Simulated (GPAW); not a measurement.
# Cu (P-1) in GPAW: relaxation of the atoms with BLYP

Aim: the relaxation of the atoms of Cu with BLYP.

All numbers are computed with GPAW 26.7.0; they aren't measurements. Logs are shortened: lines on timing, memory, paths and dates and some standing lists are left out, and cuts for length are marked. The log counts tension as positive stress, the text compression.

### Step 1. The cell of the first run

The typed cell holds 2 atoms: a = 2.556 Å, b = 2.556 Å, c = 4.427 Å, α = 73.22°, β = 73.22°, γ = 60.00°.

### Step 2. Relaxation of the atoms, BLYP (all atoms moved at random, sigma 0.05 Å a component)

run.py

```python
from ase.io import read, write
from ase.optimize import LBFGS
from gpaw import GPAW, PW, setup_paths

setup_paths.insert(0, '.')

atoms = read('POSCAR')

calc = GPAW(mode=PW(600),
            xc='BLYP',
            kpts={'size': (10, 10, 6), 'gamma': True},
            occupations={'name': 'fermi-dirac', 'width': 0.05},
            nbands=23,
            convergence={'density': 1e-05, 'energy': 1e-05},
            maxiter=150,
            txt='gpaw.txt')
atoms.calc = calc
opt = LBFGS(atoms, trajectory='relax.traj', logfile='-')
done = opt.run(fmax=0.05, steps=60)
calc.write('gs.gpw')
write('result.traj', atoms)
print('Converged:', done)
print('Cell:', atoms.cell.cellpar().round(4))
print('Volume:', round(atoms.get_volume(), 4))
print(atoms.get_scaled_positions().round(5))
```

POSCAR

```
Cu
1.0
    0.0000000000     -1.8075000000     -1.8075000000
   -1.8075000000      0.0000000000     -1.8075000000
    1.8075000000      1.8075000000     -3.6150000000
Cu
2
Direct
    0.4855524900      0.5076089500      0.4979456400
    0.0144475100      0.9923910500      0.0020543600
```

Potentials or basis: PAW data sets generated in the run's folder for this functional, pw.

Started as:

```console
$ gpaw-setup -f BLYP Cu
$ OMP_NUM_THREADS=1 python run.py
```

gpaw.txt:

```text
__  _  _
 | _ |_)|_||  |
 |__||  | ||/\| - 26.7.0

Input parameters:
  mode=PW(ecut=600.0),
  convergence={'density': 1e-05, 'energy': 1e-05},
  kpts=MonkhorstPack(size=(10, 10, 6), gamma=True),
  maxiter=150,
  nbands=23,
  occupations=Occupations(name='fermi-dirac', width=0.05),
  xc=XC(name='BLYP')

Diagonalizing LCAO Hamiltonian
Converting LCAO to pw mode

       Cu

           Cu

Atoms  # Å, Bohr magnetons
|   | symbol |         x |         y |         z |    initial magnetic moments |
|---|--------|-----------|-----------|-----------|-----------------------------|
| 0 |     Cu | -0.017466 |  0.022401 | -3.595213 | ( 0.0000,  0.0000,  0.0000) |
| 1 |     Cu | -1.790034 | -0.022401 | -1.827287 | ( 0.0000,  0.0000,  0.0000) |

Unit cell  # Å
| periodic |         x |         y |         z |  lengths |    angles |
|----------|-----------|-----------|-----------|----------|-----------|
|      yes |  0.000000 | -1.807500 | -1.807500 | 2.556191 | 73.221345 |
|      yes | -1.807500 |  0.000000 | -1.807500 | 2.556191 | 73.221345 |
|      yes |  1.807500 |  1.807500 | -3.615000 | 4.427453 | 60.000000 |

Number of symmetries: 1
Symmetry operations  # r_c * U_cc + t_c -> r_c
|   | kind |            matrix            |
|---|------|------------------------------|
| 0 |  E   |  1, 0, 0,  0, 1, 0,  0, 0, 1 |

BZ-sampling:
  Number of BZ points: 600
  Number of IBZ points: 304

  Monkhorst-Pack size: [10, 10, 6]
  Monkhorst-Pack shift: [0.05, 0.05, 0.08333333333333333]

K-points  # in reciprocal-cell coordinates
|     |                                coordinates |     weight |
|-----|--------------------------------------------|------------|
|   0 | (  0.00000000,   0.00000000,   0.00000000) | 0.00166667 |
|   1 | (  0.00000000,   0.00000000,   0.16666667) | 0.00333333 |
|   2 | (  0.00000000,   0.00000000,   0.33333333) | 0.00333333 |
|   3 | (  0.00000000,   0.00000000,   0.50000000) | 0.00166667 |
|   4 | (  0.00000000,   0.10000000,  -0.33333333) | 0.00333333 |
|   5 | (  0.00000000,   0.10000000,  -0.16666667) | 0.00333333 |
|   6 | (  0.00000000,   0.10000000,   0.00000000) | 0.00333333 |
|   7 | (  0.00000000,   0.10000000,   0.16666667) | 0.00333333 |
|   8 | (  0.00000000,   0.10000000,   0.33333333) | 0.00333333 |
|   9 | (  0.00000000,   0.10000000,   0.50000000) | 0.00333333 |
| ... |                                            |            |
| 303 | (  0.50000000,   0.50000000,   0.50000000) | 0.00166667 |

Plane wave coefficients: 803
Cutoff: 600.0 eV

Spin-components: 1 (collinear spins)
Bands:           23
Projectors:      12
Spin-degeneracy: 2
Datatype:        complex128

Density:
  Valence electrons: 22.0
  Components: 1
  Grid points: [15 15 27]
  Charge: 0.0  # |e|

Potential:
  Grid points: [15 15 27]

species:
  Cu:
    name:    Copper
    Z:       29.0
    valence: 11
    core:    18
    charge:  0.0  # [|e|]
    compensation charges:
      type: gauss
      rc: 0.33  # [Å]
      lmax: 2
    cutoffs:
      filter: 2.06  # [Å]
      core: 2.43  # [Å]
    projectors
    | kind |    occ | energy [eV] | rcut [Å] |
    |------|--------|-------------|----------|
    |   4s |  1.000 |      -4.650 |    1.164 |
    |   4p |  0.000 |      -0.723 |    1.164 |
    |   3d | 10.000 |      -5.009 |    1.058 |
    |    s |        |      22.562 |    1.164 |
    |    p |        |      26.488 |    1.164 |
    |    d |        |      22.203 |    1.058 |

    Using partial waves for Cu as LCAO basis

Reference energy: -90062.495403  # eV

eigensolver:
  PPCG
  Converge bands: occupied
  niter=2

density mixing:
  MSR1-Mixer
  Pratt-step length: 0.05
  Maximum mixing coefficient: 0.75
  Old densities: 10
  SVD Regularization: 0.005
  Good broyden scale: 1.0
  Trust region scale: 1.0
  Backstep threshold: 4.0
  History deletion threshold: 6.0
  Fourier metric: weight=20.0, sigma=0.015

occupation numbers:
  Fermi-Dirac:
    width: 0.0500  # eV

poisson solver:
  ecut: 4800.0  # eV

xc functional:
  name: BLYP with 2 nearest neighbor stencil

convergence criteria:
[... 6 lines left out ...]
|iter     | |      energy | eigst |  dens |
|---------|-|-------------|-------|-------|
|iter:   1| |   -7.288352 | -0.15 |       |
|iter:   2| |   -6.714199 | -2.37 | -0.95 |
|iter:   3| |   -5.821020 | -1.37 | -1.05 |
|iter:   4| |   -5.796875 | -3.93 | -1.86 |
|iter:   5| |   -5.779693 | -3.60 | -2.01 |
|iter:   6| |   -5.779722 | -5.62 | -3.55 |
|iter:   7| |   -5.779724c| -6.17 | -3.55 |
|iter:   8| |   -5.779721c| -6.85 | -3.88 |
|iter:   9| |   -5.779720c| -7.55c| -4.27 |
|iter:  10| |   -5.779720c| -8.81c| -5.10c|

Converged in 10 steps
Energy contributions relative to reference atoms: (reference = -90062.495403)

Energy contributions:
  Kinetic:          -9.664828
  Coulomb:           6.106088
  Zero:             -0.043225
  External:          0.000000
  Xc:               -2.175111
  Entropy:          -0.005287
  Spinorbit:         0.000000
  ----------------------------
  Free energy:      -5.782364
  Extrapolated:     -5.779720
[... 47 lines left out ...]
Unit cell  # Å
| periodic |         x |         y |         z |  lengths |    angles |
|----------|-----------|-----------|-----------|----------|-----------|
|      yes |  0.000000 | -1.807500 | -1.807500 | 2.556191 | 73.221345 |
|      yes | -1.807500 |  0.000000 | -1.807500 | 2.556191 | 73.221345 |
|      yes |  1.807500 |  1.807500 | -3.615000 | 4.427453 | 60.000000 |

convergence criteria:
[... 6 lines left out ...]
|iter     | |      energy | eigst |  dens |
|---------|-|-------------|-------|-------|
|iter:   1| |   -5.780488 | -4.20 |       |
|iter:   2| |   -5.780481 | -6.47 | -3.51 |
|iter:   3| |   -5.780458c| -5.66 | -3.56 |
|iter:   4| |   -5.780458c| -7.79c| -4.46 |
|iter:   5| |   -5.780458c| -8.50c| -4.77 |
|iter:   6| |   -5.780458c| -9.25c| -5.14c|

Converged in 6 steps
Energy contributions relative to reference atoms: (reference = -90062.495403)

Energy contributions:
  Kinetic:          -9.683362
  Coulomb:           6.121560
  Zero:             -0.042519
  External:          0.000000
  Xc:               -2.173493
  Entropy:          -0.005286
  Spinorbit:         0.000000
  ----------------------------
  Free energy:      -5.783101
  Extrapolated:     -5.780458
[... 47 lines left out ...]
Unit cell  # Å
| periodic |         x |         y |         z |  lengths |    angles |
|----------|-----------|-----------|-----------|----------|-----------|
|      yes |  0.000000 | -1.807500 | -1.807500 | 2.556191 | 73.221345 |
|      yes | -1.807500 |  0.000000 | -1.807500 | 2.556191 | 73.221345 |
|      yes |  1.807500 |  1.807500 | -3.615000 | 4.427453 | 60.000000 |

convergence criteria:
[... 6 lines left out ...]
|iter     | |      energy | eigst |  dens |
|---------|-|-------------|-------|-------|
|iter:   1| |   -5.783446 | -2.66 |       |
|iter:   2| |   -5.783244 | -4.95 | -2.75 |
|iter:   3| |   -5.782654 | -4.53 | -2.81 |
|iter:   4| |   -5.782577 | -5.14 | -3.25 |
|iter:   5| |   -5.782575c| -6.74 | -3.74 |
|iter:   6| |   -5.782576c| -7.06 | -4.00 |
|iter:   7| |   -5.782576c| -8.13c| -4.66 |
|iter:   8| |   -5.782576c| -8.76c| -4.73 |
|iter:   9| |   -5.782576c| -8.27c| -5.14c|

Converged in 9 steps
Energy contributions relative to reference atoms: (reference = -90062.495403)

Energy contributions:
  Kinetic:          -9.710358
  Coulomb:           6.143247
  Zero:             -0.042542
  External:          0.000000
  Xc:               -2.170285
  Entropy:          -0.005277
  Spinorbit:         0.000000
  ----------------------------
  Free energy:      -5.785214
  Extrapolated:     -5.782576
[... 47 lines left out ...]
Unit cell  # Å
| periodic |         x |         y |         z |  lengths |    angles |
|----------|-----------|-----------|-----------|----------|-----------|
|      yes |  0.000000 | -1.807500 | -1.807500 | 2.556191 | 73.221345 |
|      yes | -1.807500 |  0.000000 | -1.807500 | 2.556191 | 73.221345 |
|      yes |  1.807500 |  1.807500 | -3.615000 | 4.427453 | 60.000000 |

convergence criteria:
[... 6 lines left out ...]
|iter     | |      energy | eigst |  dens |
|---------|-|-------------|-------|-------|
|iter:   1| |   -5.782804 | -4.29 |       |
|iter:   2| |   -5.782804 | -6.44 | -4.01 |
|iter:   3| |   -5.782803c| -7.18 | -4.05 |
|iter:   4| |   -5.782802c| -7.87c| -4.34 |
|iter:   5| |   -5.782802c| -7.55c| -4.79 |
|iter:   6| |   -5.782802c| -7.83c| -5.44c|

Converged in 6 steps
Energy contributions relative to reference atoms: (reference = -90062.495403)

Energy contributions:
  Kinetic:          -9.713524
  Coulomb:           6.145825
  Zero:             -0.042543
  External:          0.000000
  Xc:               -2.169923
  Entropy:          -0.005275
  Spinorbit:         0.000000
  ----------------------------
  Free energy:      -5.785440
  Extrapolated:     -5.782802
[... 47 lines left out ...]
Unit cell  # Å
| periodic |         x |         y |         z |  lengths |    angles |
|----------|-----------|-----------|-----------|----------|-----------|
|      yes |  0.000000 | -1.807500 | -1.807500 | 2.556191 | 73.221345 |
|      yes | -1.807500 |  0.000000 | -1.807500 | 2.556191 | 73.221345 |
|      yes |  1.807500 |  1.807500 | -3.615000 | 4.427453 | 60.000000 |

convergence criteria:
[... 6 lines left out ...]
|iter     | |      energy | eigst |  dens |
|---------|-|-------------|-------|-------|
|iter:   1| |   -5.784140 | -2.48 |       |
|iter:   2| |   -5.784135 | -4.94 | -3.15 |
|iter:   3| |   -5.784100c| -5.86 | -3.21 |
|iter:   4| |   -5.784095c| -6.08 | -3.46 |
|iter:   5| |   -5.784089c| -6.44 | -3.73 |
|iter:   6| |   -5.784089c| -7.55c| -4.67 |
|iter:   7| |   -5.784089c| -8.33c| -5.01c|

Converged in 7 steps
Energy contributions relative to reference atoms: (reference = -90062.495403)

Energy contributions:
  Kinetic:          -9.728645
  Coulomb:           6.157850
  Zero:             -0.042554
  External:          0.000000
  Xc:               -2.168107
  Entropy:          -0.005268
  Spinorbit:         0.000000
  ----------------------------
  Free energy:      -5.786723
  Extrapolated:     -5.784089
[... 47 lines left out ...]
Unit cell  # Å
| periodic |         x |         y |         z |  lengths |    angles |
|----------|-----------|-----------|-----------|----------|-----------|
|      yes |  0.000000 | -1.807500 | -1.807500 | 2.556191 | 73.221345 |
|      yes | -1.807500 |  0.000000 | -1.807500 | 2.556191 | 73.221345 |
|      yes |  1.807500 |  1.807500 | -3.615000 | 4.427453 | 60.000000 |

convergence criteria:
[... 6 lines left out ...]
|iter     | |      energy | eigst |  dens |
|---------|-|-------------|-------|-------|
|iter:   1| |   -5.784305c| -3.72 |       |
|iter:   2| |   -5.784297c| -6.09 | -3.42 |
|iter:   3| |   -5.784269c| -5.82 | -3.49 |
|iter:   4| |   -5.784267c| -6.76 | -3.96 |
|iter:   5| |   -5.784267c| -7.76c| -4.38 |
|iter:   6| |   -5.784267c| -8.42c| -4.69 |
|iter:   7| |   -5.784267c| -7.97c| -5.21c|

Converged in 7 steps
Energy contributions relative to reference atoms: (reference = -90062.495403)

Energy contributions:
  Kinetic:          -9.732453
  Coulomb:           6.161065
  Zero:             -0.042558
  External:          0.000000
  Xc:               -2.167687
  Entropy:          -0.005268
  Spinorbit:         0.000000
  ----------------------------
  Free energy:      -5.786901
  Extrapolated:     -5.784267
[... 13 lines left out ...]
|          8 |         6.244 |     2.000 |
|          9 |         6.824 |     2.000 |
[... 8 lines left out ...]
|         18 |        33.750 |     0.000 |
|         19 |        33.944 |     0.000 |
|        ... |               |           |
|         22 |        36.298 |     0.000 |

No gap
No difference between direct/indirect transitions

Forces  # eV/Ang
|        x |        y |        z |
|----------|----------|----------|
| -0.01072 | -0.01067 |  0.01206 |  # Cu   0
|  0.01072 |  0.01067 | -0.01206 |  # Cu   1

# Writing to gs.gpw (mode='')
```

It took 3.6 min on 1 thread of Intel Xeon 6975P-C (Granite Rapids), shared host; peak memory 0.26 GiB.

What came out:

```
Free energy                  : -5.7869 eV
Energy gained by relaxing    : 2.3 meV/atom
Ionic steps                  : 6
Largest force after relaxing : 0.019 eV/Å
Band gap on the k mesh       : none (metal or under the smearing width)
```

Forces on the atoms (eV/Å):
```
Cu  -0.011 -0.011  0.012
Cu   0.011  0.011 -0.012
```

The path:
| step | energy change (eV) | largest force (eV/Å) |
| --- | --- | --- |
| 1 | 0.0000 | 0.1673 |
| 2 | -0.0007 | 0.1423 |
| 3 | -0.0029 | 0.0857 |
| 4 | -0.0031 | 0.0850 |
| 5 | -0.0044 | 0.0516 |
| 6 | -0.0045 | 0.0193 |

Final structure:
```yaml
crystal:
  lattice:
    - [0.00000, -1.80750, -1.80750]
    - [-1.80750, 0.00000, -1.80750]
    - [1.80750, 1.80750, -3.61500]
  atoms:
    - { symbol: Cu, position: [0.50003, 0.49995, 0.50031] }
    - { symbol: Cu, position: [0.99997, 0.00005, 0.99969] }
```

Caveat: later steps reuse the first step's grids.
